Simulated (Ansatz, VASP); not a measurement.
Cr: VASP beside Ansatz

```
Cr
1.0
    -1.42392    1.42392    1.42392
     1.42392   -1.42392    1.42392
     1.42392    1.42392   -1.42392
Cr
1
Direct
  0.00000 0.00000 0.00000
```

Alike in both runs: task relaxation of cell and atoms; functional PBE; k mesh 20 × 20 × 20; occupations fermi-dirac, width 0.15 eV; no spin polarisation.

```csv
,VASP,Ansatz
version,VASP 6.6.1,Ansatz 0.2.0
potentials or method,"VASP PAW PBE potentials, release 64 (Cr_pv)","scalar-relativistic, plane waves, PAW"
plane-wave cutoff (eV),600,420
valence electrons in the cell,12,14
```

Ansatz gave:

```
gap on the k mesh at the Fermi level, each at its own relaxed structure (eV) : none
relaxed volume (Å³/atom)                                                     : 11.57
relaxed cell length with the largest relative difference (Å)                 : 2.468
```

Task: Estimate VASP's values.

Result: gap on the k mesh at the Fermi level, each at its own relaxed structure (eV): none; relaxed volume (Å³/atom): 11.54; relaxed cell length with the largest relative difference (Å): 2.466.

A gap of «none» marks a metal or a gap that the smearing closes. The two sets of potentials don't hold the same shells in valence.

Caveats: the run has no spin polarisation, though such a crystal can be magnetic. Spin polarisation is off, so any magnetic state and its effect on volume and gap are missing.
